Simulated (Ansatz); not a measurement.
# RbBr in Ansatz: the effect of functional

RbBr:

```
CELL_PARAMETERS angstrom
0.00000 3.42700 3.42700
3.42700 0.00000 3.42700
3.42700 3.42700 0.00000
ATOMIC_POSITIONS crystal
Rb 0.00000 0.00000 0.00000
Br 0.50000 0.50000 0.50000
```

Alike in all runs:

```yaml
Program: Ansatz 0.2.0
Task: single point
Potentials_or_basis: all-electron PAW datasets made for the crystal
k_mesh: 6 × 6 × 6
Occupations: fermi-dirac, width 0.05 eV
Spin: no spin polarisation
```

```tsv
functional	cutoff	gap on the mesh (eV)	pressure (GPa)
PBE	200 eV (chosen from the basis error)	?	?
HSE06	220 eV (chosen from the basis error)	5.52	0.8
PBE0	220 eV (chosen from the basis error)	6.24	0.7
```

**Question.** What does the run with functional PBE give?

**Answer.** gap on the mesh 4.36 eV; pressure 1.0 GPa.

